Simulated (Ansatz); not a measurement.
System: spinel MgAl2O4. Method: LDA in Ansatz (PAW).

Settings: plane-wave cutoff 520 eV, 8×8×8 k mesh, Fermi–Dirac smearing 0.01 eV, scalar-relativistic PAW data made under PBE.

Response to compression and expansion:

Shape and atoms are relaxed at each volume.

```tsv
V (Å³/atom)	P (GPa)	direct gap at Γ (eV)	smallest gap on the k mesh (eV)
8.854	8.99	5.937	5.925
9.039	4.27	5.731	5.718
9.223	0.00	5.532	5.518
9.407	-3.85	5.339	5.325
9.592	-7.34	5.154	5.139
```

A straight line through the gaps at Γ against ln V gives a volume deformation potential dE_g(Γ)/d ln V of -9.8 eV: the gap at Γ widens under compression.

Measured, for comparison: band gap 7.8 eV (temperature not stated, no zero-point or thermal correction; as tabulated in Neo et al. (2023), doi:10.1002/gch2.202200236).

Note: the bulk modulus comes from volumes at which shape and atoms were relaxed.

Ansatz is a first-principles code.
